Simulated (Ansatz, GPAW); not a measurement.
## Ballistic transport through a Ag chain with one P atom in line, from relaxation to T(E)

How well does a Ag chain with one P atom in line conduct once its atoms have relaxed, and how much do cheaper levels lose?

Calculated with GPAW 26.7.0 and Ansatz 0.2.0; Ansatz plane waves; relaxation of the junction with the lead ends held, in the first sound run; inputs show where later runs differ.

## (1) The structure

The cell holds 15 atoms: 14 Ag and 1 P. Cell: a = 9.000 Å, b = 9.000 Å, c = 39.233 Å, α = 90.0°, β = 90.0°, γ = 90.0°. Regions: left lead, 7 atoms (7 Ag); channel, 1 atom (1 P); right lead, 7 atoms (7 Ag). Vacuum lies along a and b. The structure is stacked along c, and the current runs across the ab planes.

## (2) Relaxation

Transmission follows bond lengths closely, so the atoms between the held lead ends are relaxed first, from a slightly shaken start that lets symmetry break.

Contents of input.yaml:

```yaml
crystal:
  lattice:
    - [9.0, 0.0, 0.0]
    - [0.0, 9.0, 0.0]
    - [0.0, 0.0, 39.2332]
  atoms:
    - { symbol: Ag, position: [0.5, 0.5, 0.0338998603] }
    - { symbol: Ag, position: [0.5, 0.5, 0.101699581] }
    - { symbol: Ag, position: [0.5, 0.5, 0.1694993016] }
    - { symbol: Ag, position: [0.5, 0.5, 0.2372990223] }
    - { symbol: Ag, position: [0.5, 0.5, 0.3050987429] }
    - { symbol: Ag, position: [0.4952304233, 0.4968781743, 0.3731996919] }
    - { symbol: Ag, position: [0.4982530446, 0.501752054, 0.4413155111] }
    - { symbol: P, position: [0.4951882287, 0.5033902126, 0.4995445322] }
    - { symbol: Ag, position: [0.5069802833, 0.5024289631, 0.558889673] }
    - { symbol: Ag, position: [0.500671626, 0.5007165931, 0.6273535053] }
    - { symbol: Ag, position: [0.5, 0.5, 0.6949012571] }
    - { symbol: Ag, position: [0.5, 0.5, 0.7627009777] }
    - { symbol: Ag, position: [0.5, 0.5, 0.8305006984] }
    - { symbol: Ag, position: [0.5, 0.5, 0.898300419] }
    - { symbol: Ag, position: [0.5, 0.5, 0.9661001397] }
kpoints:
  mp_grid: { grid: [1, 1, 2] }
hamiltonian:
  xc: pbe
scf:
  occupations: { method: fermi_dirac, width: 0.1 }
relax:
  f_tol: 0.03
  max_steps: 80
  constraints: [{ sites: [0, 1, 2, 3, 4, 10, 11, 12, 13, 14] }]
```

On the command line:

```console
$ ansatz run input.yaml --threads 4 --pin off --max-ram 8192MiB --backend cpu --events-out ev --progress --plain --runs-dir out
```

Numbers of over 12 decimals in the logs are rounded to 6 here.

What it wrote:

```text
Engine: ansatz 0.2.0, x86_64-unknown-linux-gnu
Pseudopotentials: kind: paw
Pseudopotential: Ag, paw, valence charge 19, recommended cutoff 420 eV (normal), Ag.paw.azcp
Pseudopotential: P, paw, valence charge 5, recommended cutoff 420 eV (normal), P.paw.azcp
Functional definition: PBE
  parameter kappa = 0.804
  parameter beta = 0.066725
  exchange = pbe_x(kappa = kappa, mu = beta*pi^2/3)
  correlation = pbe_c(beta = beta)
Crystal: 15 atoms, lattice volume = 3177.889 Å³
Basis set: ecut = 420 eV, 61999 PW (Γ), exchange–correlation on 128×128×540 points (8 copies of the dense FFT grid, shifted against one another)
Bands: 163, of which v1, the nominal top of the filled ones, is band 136 counted from 1 (135 counted from 0)
Symmetry: 1 space group operations
Space group: P1 (ITA 1), of the structure as read, at distance tolerance 1.5e-4 Å
k-points: 2
Non-local potential: Ag, projectors of the file, l = 0: 3, l = 1: 2, l = 2: 2, l = 3: 1
Non-local potential: P, projectors of the file, l = 0: 2, l = 1: 2, l = 2: 2
PAW form: soft (Blöchl's): semilocal exchange-correlation on the pseudo side does not see the compensation charge
PAW one-centre angular grid: Ag, 590 points (default); XC on 64 Gauss nodes
PAW one-centre angular grid: P, 110 points (default); XC on 64 Gauss nodes
Initial density: superposition of atomic densities (neutral atoms: chi_scale 0, normalization atom), corrected by the library's trained network
Initial wavefunctions: pseudopotential atomic-orbital guess
Functional: x = pbe(κ = 0.804, μ = 0.219515), c = pbe(β = 0.066725)
SCF iter   1: F=—  HF=-107002.387706 eV  |F-HF|=—  |Δ(HF+E_count)|=         —  Δρ=2.69e-3  dr2=3.69e0  ethr=1.77e-3  ⟨swp⟩=9.0  Hψ=1375  notcnv=0  defer=8
preconditioner: auto → LDOS  [metal: Δε(μ)=0.098 eV  Ē_g=6.299 eV  σ=0.100 eV  W_gap=0.24  n_scr=330 (ndim 8)  ℏωp=8.3 eV  f_vac=0.784  D(μ)=14.84/eV (n_scr^D=38)  β→1.0]
SCF iter   2: F=—  HF=-107002.317041 eV  |F-HF|=—  |Δ(HF+E_count)|=   7.07e-2  Δρ=1.24e-3  dr2=7.61e-2  ethr=1.36e-3  ⟨swp⟩=2.0  Hψ=388  notcnv=0  defer=27
SCF iter   3: F=—  HF=-107002.325851 eV  |F-HF|=—  |Δ(HF+E_count)|=   8.81e-3  Δρ=1.45e-3  dr2=7.06e-2  ethr=2.81e-5  ⟨swp⟩=3.0  Hψ=592  notcnv=0  defer=27
SCF iter   4: F=—  HF=-107002.306937 eV  |F-HF|=—  |Δ(HF+E_count)|=   1.89e-2  Δρ=2.41e-4  dr2=3.47e-3  ethr=2.60e-5  ⟨swp⟩=2.5  Hψ=472  notcnv=0  defer=27
SCF iter   5: F=—  HF=-107002.307609 eV  |F-HF|=—  |Δ(HF+E_count)|=   6.72e-4  Δρ=1.71e-4  dr2=2.54e-3  ethr=1.28e-6  ⟨swp⟩=2.0  Hψ=484  notcnv=0  defer=27
SCF iter   6: F=—  HF=-107002.307494 eV  |F-HF|=—  |Δ(HF+E_count)|=   1.14e-4  Δρ=1.12e-4  dr2=1.02e-3  ethr=9.38e-7  ⟨swp⟩=2.0  Hψ=535  notcnv=0  defer=27
SCF iter   7: F=—  HF=-107002.307420 eV  |F-HF|=—  |Δ(HF+E_count)|=   7.42e-5  Δρ=5.87e-5  dr2=1.94e-4  ethr=3.76e-7  ⟨swp⟩=2.0  Hψ=460  notcnv=0  defer=27
SCF iter   8: F=—  HF=-107002.307394 eV  |F-HF|=—  |Δ(HF+E_count)|=   2.64e-5  Δρ=2.11e-5  dr2=2.81e-5  ethr=7.16e-8  ⟨swp⟩=2.0  Hψ=460  notcnv=0  defer=27
SCF iter   9: F=-107002.307392 eV  HF=-107002.307395 eV  |F-HF|=2.73e-6  |Δ(HF+E_count)|=   1.06e-6  Δρ=9.30e-6  dr2=5.29e-6  ethr=8.30e-9  ⟨swp⟩=5.0  Hψ=1047  notcnv=0
SCF 1 converged in 9 iterations: F = -107002.307392 eV  dr2 = 5.29e-6
  greatest PAW one-centre occupation: 1.000 electrons in one spin orbital (limit 2), on the Ag atom at site 6 (counted from 0), in its partial waves of l = 0
relax step   1: F+E_penalty+E_count = -107002.30739226 eV  Δ(F+E_penalty+E_count) = +0.000e0 eV  max|allowed force component| = 3.522e-1 eV/Å  Δτ_max = 0.0000 Å  (9 SCF iters, dr2 threshold 2.25e-5 eV, accepted)
Initial density: handed on by an earlier stage of this run
Initial wavefunctions: those handed on with the density
iter 1 solved again at ethr=3.87e-7 eV; its pass at ethr=3.10e-3 eV (dr2=1.05e-3 eV) is discarded
SCF iter   1: F=—  HF=-107002.312687 eV  |F-HF|=—  |Δ(HF+E_count)|=         —  Δρ=1.79e-4  dr2=1.24e-3  ethr=3.87e-7  ⟨swp⟩=3.0  Hψ=1116  notcnv=0  defer=27
preconditioner: auto → LDOS  [metal: Δε(μ)=0.113 eV  Ē_g=6.274 eV  σ=0.100 eV  W_gap=0.26  n_scr=330 (ndim 8)  ℏωp=8.3 eV  f_vac=0.786  D(μ)=15.67/eV (n_scr^D=38)  β→1.0]
SCF iter   2: F=—  HF=-107002.312687 eV  |F-HF|=—  |Δ(HF+E_count)|=   4.67e-7  Δρ=1.39e-4  dr2=9.97e-4  ethr=3.87e-7  ⟨swp⟩=2.0  Hψ=573  notcnv=0  defer=27
SCF iter   3: F=—  HF=-107002.312530 eV  |F-HF|=—  |Δ(HF+E_count)|=   1.56e-4  Δρ=4.55e-5  dr2=1.48e-4  ethr=3.68e-7  ⟨swp⟩=2.0  Hψ=571  notcnv=0  defer=27
SCF iter   4: F=—  HF=-107002.312522 eV  |F-HF|=—  |Δ(HF+E_count)|=   7.91e-6  Δρ=2.81e-5  dr2=6.42e-5  ethr=5.44e-8  ⟨swp⟩=2.0  Hψ=458  notcnv=0  defer=27
SCF iter   5: F=—  HF=-107002.312521 eV  |F-HF|=—  |Δ(HF+E_count)|=   1.08e-6  Δρ=1.68e-5  dr2=2.72e-5  ethr=2.37e-8  ⟨swp⟩=2.0  Hψ=457  notcnv=0  defer=27
SCF iter   6: F=—  HF=-107002.312523 eV  |F-HF|=—  |Δ(HF+E_count)|=   1.61e-6  Δρ=1.24e-5  dr2=9.87e-6  ethr=1.00e-8  ⟨swp⟩=2.0  Hψ=516  notcnv=0  defer=27
SCF iter   7: F=-107002.312521 eV  HF=-107002.312521 eV  |F-HF|=4.36e-7  |Δ(HF+E_count)|=   1.64e-6  Δρ=3.50e-6  dr2=9.04e-7  ethr=2.86e-9  ⟨swp⟩=4.0  Hψ=1039  notcnv=0
SCF 2 converged in 7 iterations: F = -107002.312521 eV  dr2 = 9.04e-7
relax step   2: F+E_penalty+E_count = -107002.31252090 eV  Δ(F+E_penalty+E_count) = -5.129e-3 eV  max|allowed force component| = 1.443e-1 eV/Å  Δτ_max = 0.0177 Å  (7 SCF iters, dr2 threshold 7.75e-6 eV, accepted)
SCF iter   1: F=—  HF=-107002.355635 eV  |F-HF|=—  |Δ(HF+E_count)|=         —  Δρ=1.26e-3  dr2=6.36e-2  ethr=4.46e-4  ⟨swp⟩=4.5  Hψ=721  notcnv=0  defer=26
preconditioner: auto → LDOS  [metal: Δε(μ)=0.014 eV  Ē_g=6.217 eV  σ=0.100 eV  W_gap=0.04  n_scr=330 (ndim 8)  ℏωp=8.3 eV  f_vac=0.786  D(μ)=15.41/eV (n_scr^D=38)  β→1.0]
SCF iter   2: F=—  HF=-107002.349817 eV  |F-HF|=—  |Δ(HF+E_count)|=   5.82e-3  Δρ=1.09e-3  dr2=5.14e-2  ethr=2.35e-5  ⟨swp⟩=3.0  Hψ=782  notcnv=0  defer=26
SCF iter   3: F=—  HF=-107002.336774 eV  |F-HF|=—  |Δ(HF+E_count)|=   1.30e-2  Δρ=1.94e-4  dr2=3.25e-3  ethr=1.90e-5  ⟨swp⟩=2.0  Hψ=538  notcnv=0  defer=26
SCF iter   4: F=—  HF=-107002.336891 eV  |F-HF|=—  |Δ(HF+E_count)|=   1.17e-4  Δρ=1.59e-4  dr2=1.21e-3  ethr=1.20e-6  ⟨swp⟩=2.0  Hψ=463  notcnv=0  defer=26
SCF iter   5: F=—  HF=-107002.337387 eV  |F-HF|=—  |Δ(HF+E_count)|=   4.96e-4  Δρ=5.71e-5  dr2=2.41e-4  ethr=4.48e-7  ⟨swp⟩=2.0  Hψ=478  notcnv=0  defer=26
SCF iter   6: F=—  HF=-107002.337396 eV  |F-HF|=—  |Δ(HF+E_count)|=   8.41e-6  Δρ=3.34e-5  dr2=1.12e-4  ethr=8.89e-8  ⟨swp⟩=2.0  Hψ=459  notcnv=0  defer=26
SCF iter   7: F=—  HF=-107002.337408 eV  |F-HF|=—  |Δ(HF+E_count)|=   1.25e-5  Δρ=2.61e-5  dr2=3.85e-5  ethr=4.12e-8  ⟨swp⟩=2.0  Hψ=460  notcnv=0  defer=26
SCF iter   8: F=—  HF=-107002.337403 eV  |F-HF|=—  |Δ(HF+E_count)|=   5.05e-6  Δρ=8.31e-6  dr2=4.61e-6  ethr=1.42e-8  ⟨swp⟩=2.0  Hψ=579  notcnv=0  defer=26
SCF iter   9: F=-107002.337403 eV  HF=-107002.337404 eV  |F-HF|=3.26e-7  |Δ(HF+E_count)|=   7.35e-7  Δρ=4.37e-6  dr2=1.28e-6  ethr=4.80e-10  ⟨swp⟩=5.0  Hψ=1060  notcnv=0
SCF 3 converged in 9 iterations: F = -107002.337403 eV  dr2 = 1.28e-6
  greatest PAW one-centre occupation: 1.000 electrons in one spin orbital (limit 2), on the Ag atom at site 8 (counted from 0), in its partial waves of l = 0
relax step   3: F+E_penalty+E_count = -107002.33740342 eV  Δ(F+E_penalty+E_count) = -2.488e-2 eV  max|allowed force component| = 3.776e-1 eV/Å  Δτ_max = 0.2000 Å  (9 SCF iters, dr2 threshold 1.30e-6 eV, accepted)
[... from here on, the SCF cycles and remarks between the steps are left out ...]
relax step   4: F+E_penalty+E_count = -107002.38176656 eV  Δ(F+E_penalty+E_count) = -4.436e-2 eV  max|allowed force component| = 2.916e-1 eV/Å  Δτ_max = 0.2000 Å  (8 SCF iters, dr2 threshold 2.39e-5 eV, accepted)
relax step   5: F+E_penalty+E_count = -107002.40923331 eV  Δ(F+E_penalty+E_count) = -2.747e-2 eV  max|allowed force component| = 1.885e-1 eV/Å  Δτ_max = 0.1199 Å  (6 SCF iters, dr2 threshold 5.07e-5 eV, accepted)
relax step   6: F+E_penalty+E_count = -107002.44360056 eV  Δ(F+E_penalty+E_count) = -3.437e-2 eV  max|allowed force component| = 1.599e-1 eV/Å  Δτ_max = 0.1984 Å  (8 SCF iters, dr2 threshold 1.49e-5 eV, accepted)
relax step   7: F+E_penalty+E_count = -107002.47149747 eV  Δ(F+E_penalty+E_count) = -2.790e-2 eV  max|allowed force component| = 1.451e-1 eV/Å  Δτ_max = 0.1998 Å  (8 SCF iters, dr2 threshold 1.07e-5 eV, accepted)
relax step   8: F+E_penalty+E_count = -107002.49590227 eV  Δ(F+E_penalty+E_count) = -2.440e-2 eV  max|allowed force component| = 1.851e-1 eV/Å  Δτ_max = 0.1931 Å  (8 SCF iters, dr2 threshold 1.52e-5 eV, accepted)
relax step   9: F+E_penalty+E_count = -107002.52477246 eV  Δ(F+E_penalty+E_count) = -2.887e-2 eV  max|allowed force component| = 2.672e-1 eV/Å  Δτ_max = 0.1955 Å  (7 SCF iters, dr2 threshold 2.82e-5 eV, accepted)
relax step  10: F+E_penalty+E_count = -107002.55451725 eV  Δ(F+E_penalty+E_count) = -2.974e-2 eV  max|allowed force component| = 1.565e-1 eV/Å  Δτ_max = 0.1960 Å  (7 SCF iters, dr2 threshold 7.14e-5 eV, accepted)
relax step  11: F+E_penalty+E_count = -107002.56879108 eV  Δ(F+E_penalty+E_count) = -1.427e-2 eV  max|allowed force component| = 2.271e-2 eV/Å  Δτ_max = 0.1940 Å  (7 SCF iters, dr2 threshold 8.41e-6 eV, accepted)
relax step  12: F+E_penalty+E_count = -107002.56879495 eV  Δ(F+E_penalty+E_count) = -3.870e-6 eV  max|allowed force component| = 2.257e-2 eV/Å  Δτ_max = 0.0000 Å  (5 SCF iters, accepted)
relax step  13: F+E_penalty+E_count = -107002.57037992 eV  Δ(F+E_penalty+E_count) = -1.585e-3 eV  max|allowed force component| = 2.825e-2 eV/Å  Δτ_max = 0.1560 Å  (10 SCF iters, accepted)
SCF iter   1: F=—  HF=-107002.570999 eV  |F-HF|=—  |Δ(HF+E_count)|=         —  Δρ=2.51e-4  dr2=2.20e-3  ethr=3.48e-6  ⟨swp⟩=3.0  Hψ=853  notcnv=0  defer=23
preconditioner: auto → LDOS  [metal: Δε(μ)=0.160 eV  Ē_g=6.067 eV  σ=0.100 eV  W_gap=0.36  n_scr=330 (ndim 8)  ℏωp=8.3 eV  f_vac=0.784  D(μ)=11.28/eV (n_scr^D=30)  β→1.0]
SCF iter   2: F=—  HF=-107002.570881 eV  |F-HF|=—  |Δ(HF+E_count)|=   1.18e-4  Δρ=2.05e-4  dr2=2.11e-3  ethr=8.12e-7  ⟨swp⟩=3.0  Hψ=792  notcnv=0  defer=23
SCF iter   3: F=—  HF=-107002.570375 eV  |F-HF|=—  |Δ(HF+E_count)|=   5.06e-4  Δρ=3.18e-5  dr2=9.12e-5  ethr=7.79e-7  ⟨swp⟩=2.0  Hψ=548  notcnv=0  defer=23
SCF iter   4: F=—  HF=-107002.571042 eV  |F-HF|=—  |Δ(HF+E_count)|=   6.67e-4  Δρ=1.63e-5  dr2=1.22e-5  ethr=3.36e-8  ⟨swp⟩=2.5  Hψ=469  notcnv=0  defer=23
SCF iter   5: F=—  HF=-107002.571041 eV  |F-HF|=—  |Δ(HF+E_count)|=   4.11e-7  Δρ=1.04e-5  dr2=3.99e-6  ethr=4.51e-9  ⟨swp⟩=2.0  Hψ=552  notcnv=0  defer=23
SCF iter   6: F=—  HF=-107002.571041 eV  |F-HF|=—  |Δ(HF+E_count)|=   6.31e-7  Δρ=2.81e-6  dr2=7.41e-7  ethr=1.47e-9  ⟨swp⟩=2.0  Hψ=547  notcnv=0  defer=23
SCF iter   7: F=—  HF=-107002.571041 eV  |F-HF|=—  |Δ(HF+E_count)|=   9.05e-9  Δρ=1.26e-6  dr2=1.02e-7  ethr=2.73e-10  ⟨swp⟩=2.0  Hψ=428  notcnv=0  defer=23
SCF iter   8: F=-107002.571041 eV  HF=-107002.571041 eV  |F-HF|=2.91e-10  |Δ(HF+E_count)|=   1.08e-8  Δρ=6.99e-7  dr2=2.84e-8  ethr=3.69e-11  ⟨swp⟩=4.0  Hψ=1014  notcnv=0
SCF 14 converged in 8 iterations: F = -107002.571041 eV  dr2 = 2.84e-8
relax step  14: F+E_penalty+E_count = -107002.57104078 eV  Δ(F+E_penalty+E_count) = -6.609e-4 eV  max|allowed force component| = 8.740e-3 eV/Å  Δτ_max = 0.0328 Å  (8 SCF iters, accepted)
SCF converged after 8 iterations
Free energy (F): -107002.571041 eV
Harris-Foulkes:  -107002.571041 eV  (|F-HF|=2.91e-10)
Internal energy: -107002.220848 eV  (E = F + TS)
E sigma→0 (E₀):  -107002.395945 eV
Entropy (-TS):   -0.350192 eV (-23.346 meV/atom)
Fermi energy:    -3.330440 eV
--- Per-component energies (eV) ---
  E_band       = -8407.319528
  E_kinetic    = 7460.831255
  E_local      = -95565.243981  (includes V_loc(G=0)·N_el)
  E_nonlocal   = 1177.996179
  E_hartree    = 43823.963427
  E_xc         = -2616.948994
  E_vxc        = -3301.559860  (∫ρ·V_xc dr)
  E_paw        = -55230.257124  (= ΣΔE_a)
  E_vpaw       = -5827.265741  (= ΣTr[D̂ρ^β])
  E_aug_tail   = 0.004411  (compensation charges beyond the density's cutoff)
  E_ewald      = -6052.566022
  E_smearing   = -0.350192  (= −TS)
  E_closure    = 0.000000  (closes the sum)
  Σ components = -107002.571041   (vs F -107002.571041, Δ=0.00e0)
--- Forces (eV/Å), atoms counted from 1 ---
  atom   1  Ag    -0.00001866     0.00002487     0.02021393
  atom   2  Ag     0.00011495    -0.00016465    -0.02439258
  atom   3  Ag     0.00040172    -0.00053021     0.03390031
  atom   4  Ag    -0.00445904     0.00641678    -0.03896361
  atom   5  Ag     0.00479666    -0.00835232     0.48590507
  atom   6  Ag    -0.00215960     0.00110471     0.00586707
  atom   7  Ag     0.00266694    -0.00094488    -0.00873956
  atom   8  P     -0.00325877     0.00491527    -0.00143001
  atom   9  Ag     0.00340795    -0.00124020     0.00125077
  atom  10  Ag    -0.00214156     0.00159076     0.00010785
  atom  11  Ag     0.00485767    -0.00882935    -0.48305746
  atom  12  Ag    -0.00473527     0.00670972     0.03906580
  atom  13  Ag     0.00043547    -0.00055502    -0.03394215
  atom  14  Ag     0.00012254    -0.00017246     0.02442013
  atom  15  Ag    -0.00001962     0.00002543    -0.02022297
  max |Σ_I F_I| component: 1.74e-5 eV/Å
--- Relaxed structure (14 steps of the walk, 14 accepted, 0 SCFs on fresh bases) ---
  F+E_penalty+E_count = -107002.57104078 eV   max|allowed force component| = 8.740e-3 eV/Å
  atoms:
    - { symbol: Ag, position: [0.5, 0.5, 0.033900] }
    - { symbol: Ag, position: [0.5, 0.5, 0.101700] }
    - { symbol: Ag, position: [0.5, 0.5, 0.1694993016] }
    - { symbol: Ag, position: [0.5, 0.5, 0.237299] }
    - { symbol: Ag, position: [0.5, 0.5, 0.3050987429] }
    - { symbol: Ag, position: [0.488007, 0.517130, 0.376056] }
    - { symbol: Ag, position: [0.508733, 0.483374, 0.450240] }
    - { symbol: P, position: [0.426151, 0.603072, 0.500278] }
    - { symbol: Ag, position: [0.508814, 0.482657, 0.550209] }
    - { symbol: Ag, position: [0.487372, 0.517781, 0.623988] }
    - { symbol: Ag, position: [0.5, 0.5, 0.6949012571] }
    - { symbol: Ag, position: [0.5, 0.5, 0.7627009777] }
    - { symbol: Ag, position: [0.5, 0.5, 0.8305006984] }
    - { symbol: Ag, position: [0.5, 0.5, 0.898300] }
    - { symbol: Ag, position: [0.5, 0.5, 0.966100] }
```

It took 3.7 min on 4 threads of Intel Xeon Platinum 8259CL at 2.50GHz (Skylake/Cascade Lake), shared host; peak memory 4.5 GiB.

Relaxation path:

```
step  energy less that of the first step (eV)  largest force component (eV/Å)
   1                                   0.0000                          0.3522
   2                                  -0.0051                          0.1443
   3                                  -0.0300                          0.3776
   4                                  -0.0744                          0.2916
   5                                  -0.1018                          0.1885
   6                                  -0.1362                          0.1599
   7                                  -0.1641                          0.1451
   8                                  -0.1885                          0.1851
   9                                  -0.2174                          0.2672
  10                                  -0.2471                          0.1565
  11                                  -0.2614                          0.0227
  12                                  -0.2614                          0.0226
  13                                  -0.2630                          0.0283
  14                                  -0.2636                          0.0087
```

The atoms that moved most (Å):

```
atom      dx      dy      dz  length
  P8  -0.621   0.897   0.029   1.092
 Ag7   0.094  -0.165   0.350   0.399
 Ag9   0.017  -0.178  -0.341   0.385
Ag10  -0.120   0.154  -0.132   0.235
 Ag6  -0.065   0.182   0.112   0.224
```

This step gave:

| Property | Result |
| --- | --- |
| free energy | -107002.5710 eV |
| smearing term TS | 0.3502 eV |
| symmetry operations | 1 |

The relaxation lowered the energy of the cell by 0.264 eV.

(Part 1 of 4 ends here.)

[Logs are printed without paths, hosts, clocks, repeated set-up lines and the standing remarks that a program may print on its own settings, such as how far it seeks lower states.]

[Hosts, paths, dates, database ids (printed as entryN), source tags and the programs' standing remarks are cut or masked in the printed files.]
